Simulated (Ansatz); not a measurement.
# CuO (P1) in Ansatz: further runs

The runs below take CuO through single point, relaxation of cell and atoms, with PBE, PBEsol+U.

All numbers are computed with Ansatz 0.2.0; they aren't measurements. Logs are shortened: lines on timing, memory, paths and dates and some standing lists are left out, and cuts for length are marked.

## 1. The structure

The typed cell holds 4 atoms: a = 2.993 Å, b = 2.993 Å, c = 5.184 Å, α = 73.22°, β = 73.22°, γ = 60.00°.

The cell comes from a database or a generator and needn't be the stable form of this composition.

## 2. Single point, PBE

The input, input.yaml:

```yaml
crystal:
  lattice:
    - [0.0, -2.11656, -2.11656]
    - [-2.11656, 0.0, -2.11656]
    - [2.11656, 2.11656, -4.23312]
  atoms:
    - { symbol: Cu, position: [0.50388754, 0.47698801, 0.4880064] }
    - { symbol: Cu, position: [0.00388754, 0.97698801, 0.9880064] }
    - { symbol: O, position: [0.74611246, 0.77301199, 0.7619936] }
    - { symbol: O, position: [0.24611246, 0.27301199, 0.2619936] }
hamiltonian:
  xc: pbe
  pseudopotentials: { kind: paw }
kpoints:
  mp_grid: { grid: [8, 8, 4] }
scf:
  occupations: { method: fermi_dirac, width: 0.05 }
output:
  forces: true
  stress: true
  eigenvalues: true
```

Potentials or basis: Ansatz PAW.

Launch:

```sh
> ansatz run input.yaml --threads 2 --pin off --max-ram 5632MiB --backend cpu --events-out ev --progress --plain --runs-dir out
```

The program printed:

```text
Warning: RAYON_NUM_THREADS=2 ignored (pool sized by the plan → 2); use --threads N
Engine: ansatz 0.2.0, aarch64-unknown-linux-gnu
Pseudopotentials: kind: paw
Pseudopotential: Cu, paw, valence charge 19, recommended cutoff 420 eV (normal), Cu.paw.azcp
Pseudopotential: O, paw, valence charge 6, recommended cutoff 420 eV (normal), O.paw.azcp
Functional definition: PBE
  parameter kappa = 0.804
  parameter beta = 0.06672455060314922
  exchange = pbe_x(kappa = kappa, mu = beta*pi^2/3)
  correlation = pbe_c(beta = beta)
Crystal: 4 atoms, lattice volume = 37.927 Å³
Basis set: ecut = 420 eV, 707 PW (Γ), exchange–correlation on 48×48×72 points (8 copies of the dense FFT grid, shifted against one another)
Bands: 30, of which v1, the nominal top of the filled ones, is band 25 counted from 1 (24 counted from 0)
Symmetry: 2 space group operations
Space group: P1 (ITA 1), of the structure as read, at distance tolerance 3.4e-5 Å
k-points: 132 of 256 (time reversal used)
Non-local potential: Cu, projectors of the file, l = 0: 3, l = 1: 2, l = 2: 3, l = 3: 1
Non-local potential: O, projectors of the file, l = 0: 2, l = 1: 2, l = 2: 1
PAW form: soft (Blöchl's): semilocal exchange-correlation on the pseudo side does not see the compensation charge
PAW one-centre angular grid: Cu, 590 points (default); XC on 64 Gauss nodes
PAW one-centre angular grid: O, 110 points (default); XC on 64 Gauss nodes
Initial density: superposition of atomic densities (neutral atoms: chi_scale 0, normalization atom), corrected by the library's trained network
Initial wavefunctions: pseudopotential atomic-orbital guess
Functional: x = pbe(κ = 0.804, μ = 0.2195149727645171), c = pbe(β = 0.06672455060314922)
SCF iter   1: F=—  HF=-14381.632737 eV  |F-HF|=—  |Δ(HF+E_count)|=         —  Δρ=2.54e-3  dr2=9.96e-4  ethr=1.77e-3  ⟨swp⟩=5.3  Hψ=13221  notcnv=0
preconditioner: auto → Kerker (q_TF=auto, 2.857 Å⁻¹)  [metal: Δε(μ)=0.047 eV  Ē_g=11.518 eV  σ=0.050 eV  W_gap=0.23  n_scr=16 (ndim 8)  ℏωp=35.2 eV  f_vac=0.000  D(μ)=2.84/eV (n_scr^D=28)]
SCF iter   2: F=—  HF=-14381.633221 eV  |F-HF|=—  |Δ(HF+E_count)|=   4.84e-4  Δρ=1.23e-3  dr2=2.46e-4  ethr=1.99e-6  ⟨swp⟩=2.0  Hψ=7446  notcnv=0
SCF iter   3: F=—  HF=-14381.633291 eV  |F-HF|=—  |Δ(HF+E_count)|=   6.93e-5  Δρ=2.51e-4  dr2=1.95e-5  ethr=4.93e-7  ⟨swp⟩=2.1  Hψ=6109  notcnv=0
SCF iter   4: F=—  HF=-14381.633305 eV  |F-HF|=—  |Δ(HF+E_count)|=   1.41e-5  Δρ=1.06e-4  dr2=2.38e-6  ethr=3.89e-8  ⟨swp⟩=2.6  Hψ=6102  notcnv=0
SCF iter   5: F=—  HF=-14381.633305 eV  |F-HF|=—  |Δ(HF+E_count)|=   1.69e-7  Δρ=4.49e-5  dr2=4.11e-7  ethr=4.76e-9  ⟨swp⟩=2.6  Hψ=7475  notcnv=0
SCF iter   6: F=-14381.633305 eV  HF=-14381.633305 eV  |F-HF|=1.75e-8  |Δ(HF+E_count)|=   1.14e-7  Δρ=1.11e-5  dr2=4.21e-8  ethr=2.00e-10  ⟨swp⟩=5.3  Hψ=16700  notcnv=0
SCF 1 converged in 6 iterations: F = -14381.633305 eV  dr2 = 4.21e-8
SCF converged after 6 iterations
Free energy (F): -14381.633305 eV
Harris-Foulkes:  -14381.633305 eV  (|F-HF|=1.75e-8)
Internal energy: -14381.608482 eV  (E = F + TS)
E sigma→0 (E₀):  -14381.620894 eV
Entropy (-TS):   -0.024822 eV (-6.206 meV/atom)
Fermi energy:    13.237806 eV
--- Per-component energies (eV) ---
  E_band       = -787.833875
  E_kinetic    = 942.229501
  E_local      = -9218.735721  (includes V_loc(G=0)·N_el)
  E_nonlocal   = 886.718150
  E_hartree    = 3999.278314
  E_xc         = -323.194169
  E_vxc        = -414.925148  (∫ρ·V_xc dr)
  E_paw        = -3645.679462  (= ΣΔE_a)
  E_vpaw       = -981.663896  (= ΣTr[D̂ρ^β])
  E_aug_tail   = 0.005194  (compensation charges beyond the density's cutoff)
  E_ewald      = -7022.230289
  E_smearing   = -0.024822  (= −TS)
  E_closure    = 0.000000  (closes the sum)
  Σ components = -14381.633305   (vs F -14381.633305, Δ=0.00e0)
--- Forces (eV/Å), atoms counted from 1 ---
  atom   1  Cu    -0.23407040     0.31831383    -1.17147733
  atom   2  Cu    -0.23407040     0.31831383    -1.17147733
  atom   3  O      0.23407211    -0.31830904     1.17145722
  atom   4  O      0.23407211    -0.31830904     1.17145722
  max |Σ_I F_I| component: 4.02e-5 eV/Å
--- Stress (GPa, compression-positive) ---
        2.709936       0.188098      -0.714416
        0.188098       2.921138       1.127292
       -0.714418       1.127296      11.023365
  P = ⅓ Tr σ = 5.5515 GPa (55.515 kbar)
--- Band table (eV; the first three rows and the last of 132) ---
  k-point 0: bands = ["-98.9688", "-98.9677", "-56.3832", "-56.3761", "-56.3517", "-56.3411", "-56.3330", "-56.3300", "-6.4555", "-5.1855", "5.6523", "8.1313", "8.3036", "9.6864", "9.9558", "9.9970", "10.7197", "10.9189", "11.3055", "11.3381", "11.5790", "11.6463", "11.7619", "12.0454", "13.7421", "13.8974", "14.5491", "19.0498", "22.6104", "26.9982"]
  k-point 1: bands = ["-98.9687", "-98.9678", "-56.3820", "-56.3771", "-56.3503", "-56.3427", "-56.3326", "-56.3306", "-6.2935", "-5.4010", "6.1649", "8.3097", "8.4936", "8.9171", "9.5014", "9.8219", "10.7680", "10.8669", "11.2018", "11.2048", "11.2400", "11.6043", "12.2341", "12.4747", "13.5795", "13.6885", "15.6072", "18.6250", "23.2426", "27.5569"]
  k-point 2: bands = ["-98.9683", "-98.9683", "-56.3794", "-56.3794", "-56.3466", "-56.3466", "-56.3316", "-56.3316", "-5.8733", "-5.8733", "7.4599", "7.4599", "8.8110", "8.8110", "9.0437", "9.0437", "10.9695", "10.9695", "11.0198", "11.0198", "11.3220", "11.3220", "13.0320", "13.0320", "13.1590", "13.1590", "17.3342", "17.3342", "25.1874", "25.1874"]
  k-point 131: bands = ["-98.9675", "-98.9675", "-56.3875", "-56.3875", "-56.3483", "-56.3483", "-56.3357", "-56.3357", "-5.1342", "-5.1342", "6.6280", "6.6280", "8.0337", "8.0337", "8.7434", "8.7434", "10.8765", "10.8765", "11.4015", "11.4015", "11.6216", "11.6216", "12.4779", "12.4779", "12.7689", "12.7689", "20.2796", "20.2796", "22.8353", "22.8353"]
```

It took 6.2 s on 2 threads of Arm Neoverse V1, shared host; peak memory 0.37 GiB.

Results:

```yaml
Free_energy: -14381.6333 eV
Pressure: 5.6 GPa
Largest_force: 1.236 eV/Å
Band_gap_on_the_k_mesh: none (metal or under the smearing width)
```

Forces in eV/Å, atoms in the order of the input:
```
Cu  -0.234  0.318 -1.171
Cu  -0.234  0.318 -1.171
O    0.234 -0.318  1.171
O    0.234 -0.318  1.171
```

Caveat: the pressure holds a Pulay correction of +0.8 GPa for the finite cutoff; the run has no spin polarisation, though such a crystal can be magnetic; semilocal functionals often make such compounds metallic where correlation or magnetic order opens a gap, which also shifts bond lengths; forces of over 1 eV/Å show positions far from the minimum, so gaps and moduli don't describe the material at rest. With open d or f shells a metallic result of PBE can be an artefact of self-interaction; +U or a hybrid may open a gap.

## 3. Relaxation of cell and atoms, PBEsol+U

Changes to input.yaml since step 2:

```diff
@@ -11,6 +11,7 @@
 hamiltonian:
-  xc: pbe
+  xc: pbesol
   pseudopotentials: { kind: paw }
+  hubbard: { sites: [{ species: Cu, l: d, u_eff: 5.3 }] }
 kpoints:
-  mp_grid: { grid: [8, 8, 4] }
+  mp_grid: { grid: [10, 10, 6] }
 scf:
@@ -21 +22,5 @@
   eigenvalues: true
+relax:
+  f_tol: 0.01
+  max_steps: 40
+  cell: { stress_tol: 0.05 }
```

Potentials or basis: Ansatz PAW.

Launch:

```sh
> ansatz run input.yaml --threads 2 --pin off --max-ram 5632MiB --backend cpu --events-out ev --progress --plain --runs-dir out
```

It took 2.8 min on 2 threads of Arm Neoverse V1, shared host; peak memory 0.72 GiB.

The run converged. Its results:

```yaml
Free_energy: -14293.6291 eV
Relaxed_volume: 9.22 Å³/atom
Relaxed_cell: a = 2.964 Å, b = 2.964 Å, c = 5.134 Å, α = 73.32°, β = 73.33°, γ = 60.09°
Space_group_after_relaxing_to_0.05_Å: Fm-3m (No. 225)
Energy_gained_by_relaxing: 65.3 meV/atom
Ionic_steps: 8
Pressure_after_relaxing: 0.0 GPa
Band_gap_on_the_k_mesh: none (metal or under the smearing width)
```

The path:
```csv
step,energy change (eV),largest force (eV/Å),volume (Å³)
1,0.0000,1.2668,37.93
2,-0.0941,1.0537,37.49
3,-0.2651,0.0074,36.99
4,-0.2660,0.0000,36.92
5,-0.2662,0.0000,36.92
6,-0.2613,0.0000,36.92
7,-0.2615,0.0000,36.89
8,-0.2613,0.0000,36.89
```

Final structure:
```
CELL_PARAMETERS angstrom
0.00066 -2.09823 -2.09365
-2.09785 0.00058 -2.09357
2.09924 2.09937 -4.18911
ATOMIC_POSITIONS crystal
Cu 0.50000 0.50000 0.50000
Cu 0.00000 0.00000 0.00000
O 0.75000 0.75000 0.75000
O 0.25000 0.25000 0.25000
```

Levels at points of the mesh, in eV from the Fermi level:
| k point | band 23 | band 24 | band 25 | band 26 | band 27 | band 28 |
| --- | --- | --- | --- | --- | --- | --- |
| (0.00, 0.00, 0.00) | -1.95 | -1.95 | 0.82 | 0.84 | 2.24 | 6.43 |
| (0.00, 0.00, -0.50) | -0.20 | -0.20 | -0.19 | -0.19 | 4.98 | 4.98 |
| (0.00, -0.50, 0.00) | -0.75 | -0.75 | -0.52 | -0.52 | 8.08 | 8.08 |
| (0.00, -0.50, -0.50) | -2.17 | -1.97 | 0.82 | 0.84 | 6.43 | 6.58 |
| (-0.50, 0.00, 0.00) | -0.75 | -0.75 | -0.52 | -0.52 | 8.08 | 8.08 |
| (-0.50, 0.00, -0.50) | -2.17 | -1.97 | 0.82 | 0.84 | 6.43 | 6.58 |
| (-0.50, -0.50, 0.00) | -2.17 | -1.96 | 0.82 | 0.84 | 6.43 | 6.58 |
| (-0.50, -0.50, -0.50) | -0.74 | -0.74 | -0.53 | -0.53 | 8.08 | 8.08 |

Eigenvalues of the final occupation matrices:
| site | spin | trace | eigenvalues |
| --- | --- | --- | --- |
| site 1 | 1 | 4.78 | 0.89 0.89 1.00 1.00 1.00 |
| site 2 | 1 | 4.78 | 0.89 0.89 1.00 1.00 1.00 |

Caveat: the plane-wave basis is chosen anew once the cell has moved, so the energies of steps on either side of that aren't comparable; the pressure holds a Pulay correction of +0.9 GPa for the finite cutoff; the run has no spin polarisation, though such a crystal can be magnetic; U without spin polarisation on a metal has little footing; the PAW data sets come from PBE, with cores solved anew for the run's functional, which leaves a small shift of forces and pressure.
